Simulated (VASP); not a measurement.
# Si (Fd-3m) in VASP: a series of runs

One crystal, Si, is run at these levels: PBE; tasks: single point.

Everything below comes from runs of VASP 6.6.1. Logs are shortened: lines on timing, memory, paths and dates and some standing lists are left out, and cuts for length are marked.

### Step 1. Starting point

The structure is cubic, space group Fd-3m (No. 227). The conventional cell has a = 5.427 Å, b = 5.427 Å, c = 5.427 Å, α = 90.00°, β = 90.00°, γ = 90.00°. Si (site symmetry -43m) is surrounded by 4 Si at 2.35 Å.

### Step 2. Single point, PBE

Contents of INCAR:

```
SYSTEM = Si
PREC = Accurate ; ENCUT = 600
EDIFF = 1E-7 ; ISMEAR = 0
SIGMA = 0.02 ; LREAL = .FALSE.
LASPH = .TRUE. ; NELM = 60
ALGO = Normal ; ISIF = 2
LWAVE = .FALSE. ; LCHARG = .FALSE.
GGA = PE ; NBANDS = 11
```

Contents of KPOINTS:

```
regular mesh
0
G
  8 8 8
  0 0 0
```

Contents of POSCAR:

```
Si
1.0
    0.0000000000      2.7135600000      2.7135600000
    2.7135600000      0.0000000000      2.7135600000
    2.7135600000      2.7135600000      0.0000000000
Si
2
Direct
    0.7500000000      0.7500000000      0.7500000000
    0.5000000000      0.5000000000      0.5000000000
```

Potentials or basis: VASP PAW PBE potentials, release 64 (Si).

Run with:

```
cat potpaw_PBE.64/Si/POTCAR > POTCAR
mpirun -np 1 vasp_std > vasp.out
```

OUTCAR:

```text
SYSTEM = Si
   PREC = Accurate
   ENCUT = 600
   EDIFF = 1E-7
   ISMEAR = 0
   LREAL = .FALSE.
   LASPH = .TRUE.
   NELM = 60
   ISIF = 2
   GGA = PE

 ion  position               nearest neighbor table
   1  0.750  0.750  0.750-   2 2.35   2 2.35   2 2.35   2 2.35
   2  0.500  0.500  0.500-   1 2.35   1 2.35   1 2.35   1 2.35

  LATTYP: Found a face centered cubic cell.
 ALAT       =     5.4271200000

  Lattice vectors:

 A1 = (   0.0000000000,   2.7135600000,   2.7135600000)
 A2 = (   2.7135600000,   0.0000000000,   2.7135600000)
 A3 = (   2.7135600000,   2.7135600000,   0.0000000000)

Analysis of symmetry for initial positions (statically):
=====================================================================
 Subroutine PRICEL returns:
 Original cell was already a primitive cell.

 Routine SETGRP: Setting up the symmetry group for a
 face centered cubic supercell.

 Subroutine GETGRP returns: Found 48 space group operations
 (whereof 24 operations were pure point group operations)
 out of a pool of 48 trial point group operations.

The static configuration has the point symmetry T_d .
 The point group associated with its full space group is O_h .

Analysis of symmetry for dynamics (positions and initial velocities):
=====================================================================
 Subroutine PRICEL returns:
 Original cell was already a primitive cell.

 Routine SETGRP: Setting up the symmetry group for a
 face centered cubic supercell.

 Subroutine GETGRP returns: Found 48 space group operations
 (whereof 24 operations were pure point group operations)
 out of a pool of 48 trial point group operations.

The dynamic configuration has the point symmetry T_d .
 The point group associated with its full space group is O_h .

 Subroutine INISYM returns: Found 48 space group operations
 (whereof 24 operations are pure point group operations),
 and found     1 'primitive' translations

----------------------------------------------------------------------------------------

                                     Primitive cell

  volume of cell :      39.9621

  direct lattice vectors                    reciprocal lattice vectors
     0.000000000  2.713560000  2.713560000    -0.184259792  0.184259792  0.184259792
     2.713560000  0.000000000  2.713560000     0.184259792 -0.184259792  0.184259792
     2.713560000  2.713560000  0.000000000     0.184259792  0.184259792 -0.184259792

  length of vectors
     3.837553354  3.837553354  3.837553354     0.319147321  0.319147321  0.319147321

  position of ions in fractional coordinates (direct lattice)
     0.750000000  0.750000000  0.750000000
     0.500000000  0.500000000  0.500000000

  ion indices of the primitive-cell ions
   primitive index   ion index
                 1           1
                 2           2

----------------------------------------------------------------------------------------

 KPOINTS: regular mesh

Automatic generation of k-mesh.
 Grid dimensions read from file:
 generate k-points for:    8    8    8

 Generating k-lattice:

  Cartesian coordinates                     Fractional coordinates (reciprocal lattice)
    -0.023032474  0.023032474  0.023032474     0.125000000  0.000000000  0.000000000
     0.023032474 -0.023032474  0.023032474     0.000000000  0.125000000  0.000000000
     0.023032474  0.023032474 -0.023032474     0.000000000  0.000000000  0.125000000

  Length of vectors
     0.039893415  0.039893415  0.039893415

  Shift w.r.t. Gamma in fractional coordinates (k-lattice)
     0.000000000  0.000000000  0.000000000

 Subroutine IBZKPT returns following result:
 ===========================================

 Found     29 irreducible k-points:

 Following reciprocal coordinates:
            Coordinates               Weight
  0.000000  0.000000  0.000000      1.000000
  0.125000  0.000000  0.000000      8.000000
  0.250000  0.000000  0.000000      8.000000
  0.375000  0.000000  0.000000      8.000000
  0.500000  0.000000  0.000000      4.000000
  0.125000  0.125000  0.000000      6.000000
[... 16 lines left out ...]
  0.500000  0.250000  0.125000     48.000000
 -0.375000  0.250000  0.125000     24.000000
 [... further k-points ...]
   k-points           NKPTS =     29   k-points in BZ     NKDIM =     29   number of bands    NBANDS=     11
   number of dos      NEDOS =    301   number of ions     NIONS =      2
   total plane-waves  NPLWV =  32768
   dimension x,y,z NGX =    32 NGY =   32 NGZ =   32
   dimension x,y,z NGXF=    64 NGYF=   64 NGZF=   64
   ions per type =               2
   NGX,Y,Z   is equivalent  to a cutoff of  13.86, 13.86, 13.86 a.u.
   NGXF,Y,Z  is equivalent  to a cutoff of  27.73, 27.73, 27.73 a.u.
 SYSTEM =  Si
   PREC   = accura    normal or accurate (medium, high low for compatibility)
   ISTART =      0    job   : 0-new  1-cont  2-samecut
   ICHARG =      2    charge: 1-file 2-atom 10-const
   ISPIN  =      1    spin polarized calculation?
   LNONCOLLINEAR =      F non collinear calculations
   LSORBIT =      F    spin-orbit coupling
   LASPH  =      T    aspherical Exc in radial PAW
   ENCUT  =  600.0 eV  44.10 Ry    6.64 a.u.   7.66  7.66  7.66*2*pi/ulx,y,z
   NELM   =     60;   NELMIN=  2; NELMDL= -5     # of ELM steps
   EDIFF  = 0.1E-06   stopping-criterion for ELM
   LREAL  =      F    real-space projection
   EDIFFG = 0.1E-05   stopping-criterion for IOM
   NSW    =      0    number of steps for IOM
   IBRION =     -1    ionic relax: 0-MD 1-quasi-New 2-CG
   NFREE  =      0    steps in history (QN), initial steepest desc. (CG)
   ISIF   =      2    stress and relaxation
   ISYM   =      2    0-nonsym 1-usesym 2-fastsym
   POTIM  = 0.5000    time-step for ionic-motion
   TEBEG  =    0.0;   TEEND  =   0.0 temperature during run
   PSTRESS=    0.0 pullay stress
   NELECT =       8.0000    total number of electrons
   NUPDOWN=      -1.0000    fix difference up-down
   EMIN   =  10.00;   EMAX   =-10.00  energy-range for DOS
   EFERMI =   0.00;   METHOD = LEGACY
   ISMEAR =     0;   SIGMA  =   0.02  broadening in eV -4-tet -1-fermi 0-gaus
   EFERMI_NEDOS =   21; number of points for ismear=-14 and -15
   IALGO  =     38    algorithm
   IMIX   =      4    mixing-type and parameters
     AMIX     =   0.40;   BMIX     =  1.00
     AMIX_MAG =   1.60;   BMIX_MAG =  1.00
  volume/ion in A,a.u.               =      19.98       134.84
  Fermi-wavevector in a.u.,A,eV,Ry     =   0.957684  1.809760 12.478691  0.917158
  Thomas-Fermi vector in A             =   2.086724
   LORBIT       =      0    0 simple, 1 ext, 2 COOP (PROOUT), +10 PAW based schemes
   GGA     = PE    functional components
   LHFCALC =     F    Hartree Fock is set to
   AEXX    =    0.0000 exact exchange contribution
   IVDW    =     0    specifies the selected vdW correction
   LEPSILON=     F    determine dielectric tensor
   LRPA    =     F    only Hartree local field effects (RPA)
 non-spin polarized calculation
 Gauss-broadening in eV      SIGMA  =   0.02
  energy-cutoff  :      600.00
  volume of cell :       39.96
 maximum number of plane-waves:      1363
   NGX = 15   NGY = 15   NGZ = 15

 number of electron       7.9999999 magnetization

 Free energy of the ion-electron system (eV)
  ---------------------------------------------------
  ext. energy  EPLUGINS =         0.00000000
  ---------------------------------------------------
  free energy    TOTEN  =       -10.84009954 eV

  energy without entropy =      -10.84009954  energy(sigma->0) =      -10.84009954

 E-fermi :   5.9858     XC(G=0):  -9.4159

 val. band max:        5.8473967246   @ k =   0.0000   0.0000   0.0000
 cond. band min:       6.4601655066   @ k =   0.3750   0.3750   0.0000
 fundamental gap:      0.6127687820
 Fermi energy:         5.9858482969

 k-point     1 :       0.0000    0.0000    0.0000
  band No.  band energies     occupation
      1      -6.1238      2.00000
      2       5.8474      2.00000
      3       5.8474      2.00000
      4       5.8474      2.00000
      5       8.4133      0.00000
      6       8.4133      0.00000
      7       8.4133      0.00000
      8       9.2443      0.00000
      9      13.5677      0.00000
     10      13.5677      0.00000
     11      13.8153      0.00000

 k-point     2 :       0.1250    0.0000    0.0000
  band No.  band energies     occupation
      1      -5.9193      2.00000
      2       4.2499      2.00000
      3       5.5584      2.00000
      4       5.5584      2.00000
      5       8.3579      0.00000
      6       8.8382      0.00000
      7       8.8382      0.00000
      8      10.5826      0.00000
      9      13.0855      0.00000
     10      13.0855      0.00000
     11      14.6030      0.00000

 k-point     3 :       0.2500    0.0000    0.0000
  band No.  band energies     occupation
      1      -5.3227      2.00000
      2       1.9197      2.00000
      3       5.0876      2.00000
      4       5.0876      2.00000
      5       7.8861      0.00000
      6       9.3558      0.00000
      7       9.3558      0.00000
      8      12.7878      0.00000
      9      13.0430      0.00000
     10      13.0430      0.00000
     11      14.8505      0.00000

 k-point     4 :       0.3750    0.0000    0.0000
  band No.  band energies     occupation
      1      -4.4271      2.00000
      2      -0.1032      2.00000
      3       4.7606      2.00000
      4       4.7606      2.00000
      5       7.5227      0.00000
      6       9.2985      0.00000
      7       9.2985      0.00000
      8      13.7362      0.00000
      9      14.4330      0.00000
     10      14.4330      0.00000
     11      15.5579      0.00000

 k-point     5 :       0.5000    0.0000    0.0000
  band No.  band energies     occupation
      1      -3.7874      2.00000
      2      -1.1278      2.00000
      3       4.6488      2.00000
      4       4.6488      2.00000
      5       7.3947      0.00000
      6       9.1865      0.00000
      7       9.1865      0.00000
      8      13.5793      0.00000
      9      16.4010      0.00000
     10      16.4010      0.00000
     11      17.2103      0.00000
[... 211 lines left out ...]
 k-point    21 :       0.5000    0.5000    0.0000
  band No.  band energies     occupation
      1      -1.9722      2.00000
      2      -1.9722      2.00000
      3       2.9930      2.00000
      4       2.9930      2.00000
      5       6.5538      0.00000
      6       6.5538      0.00000
      7      15.9802      0.00000
      8      15.9802      0.00000
      9      16.8266      0.00000
     10      16.8266      0.00000
     11      18.3778      0.00000

 k-point    22 :       0.3750    0.2500    0.1250
  band No.  band energies     occupation
      1      -4.7920      2.00000
      2       1.5594      2.00000
      3       3.1315      2.00000
      4       4.4193      2.00000
      5       8.2965      0.00000
      6       9.7597      0.00000
      7      10.0397      0.00000
      8      11.3555      0.00000
      9      13.6450      0.00000
     10      16.1180      0.00000
     11      16.9509      0.00000

 k-point    23 :       0.5000    0.2500    0.1250
  band No.  band energies     occupation
      1      -3.9019      2.00000
      2       0.0047      2.00000
      3       2.5235      2.00000
      4       3.9167      2.00000
      5       8.7268      0.00000
      6       9.4047      0.00000
      7      10.8714      0.00000
      8      11.7893      0.00000
      9      14.8777      0.00000
     10      15.5924      0.00000
     11      17.8579      0.00000

 k-point    24 :      -0.3750    0.2500    0.1250
  band No.  band energies     occupation
      1      -3.2478      2.00000
      2      -0.9427      2.00000
      3       2.3950      2.00000
      4       3.6865      2.00000
      5       8.9205      0.00000
      6       8.9779      0.00000
      7      11.7653      0.00000
      8      12.9693      0.00000
      9      13.2541      0.00000
     10      16.4367      0.00000
     11      17.5626      0.00000

 [... further k-points ...]
[... 5 lines left out ...]
  --------------------------------------------------------------------------------------
  -------------------------------------------------------------------------------------
  Total        0.5361488      0.5361488      0.5361488      0.0000000     -0.0000000     -0.0000000
  in kB       21.4955032     21.4955032     21.4955032      0.0000000     -0.0000000     -0.0000000
  external PRESSURE =      21.4955032 kB  Pullay stress =       0.0000000 kB

 VOLUME and BASIS-vectors are now :
 -----------------------------------------------------------------------------
  energy-cutoff  :      600.00
  volume of cell :       39.96
      direct lattice vectors                 reciprocal lattice vectors
     0.000000000  2.713560000  2.713560000    -0.184259792  0.184259792  0.184259792
     2.713560000  0.000000000  2.713560000     0.184259792 -0.184259792  0.184259792
     2.713560000  2.713560000  0.000000000     0.184259792  0.184259792 -0.184259792

 POSITION                                       TOTAL-FORCE (eV/Angst)
 -----------------------------------------------------------------------------------
      4.07034      4.07034      4.07034         0.000000      0.000000      0.000000
      2.71356      2.71356      2.71356        -0.000000     -0.000000     -0.000000
 -----------------------------------------------------------------------------------
    total drift:                               -0.000000     -0.000000     -0.000000

  FREE ENERGIE OF THE ION-ELECTRON SYSTEM (eV)
  ---------------------------------------------------
  free  energy   TOTEN  =       -10.8400995447 eV

  energy  without entropy=      -10.8400995447  energy(sigma->0) =      -10.84009954
```

Run time: 12 s. Hardware: 1 thread of Intel Xeon Platinum 8375C at 2.90GHz (Ice Lake), shared host; peak memory 0.16 GiB.

Results:

```
Free energy            : -10.8401 eV
Pressure               : 2.1 GPa
Band gap on the k mesh : 0.61 eV, indirect (least direct gap 2.57 eV)
```

Levels at points of the mesh, in eV from the valence-band top:
```
           k point  band 1  band 2  band 3  band 4  band 5  band 6  band 7  band 8  band 9
(0.00, 0.00, 0.00)  -11.97    0.00    0.00    0.00    2.57    2.57    2.57    3.40    7.72
(0.50, 0.00, 0.00)   -9.63   -6.98   -1.20   -1.20    1.55    3.34    3.34    7.73   10.55
(0.50, 0.50, 0.00)   -7.82   -7.82   -2.85   -2.85    0.71    0.71   10.13   10.13   10.98
```

A k mesh can miss the band edges. PBE gaps usually lie below the measured ones, often by a third to a half.

(Continued in part 2 of 2.)
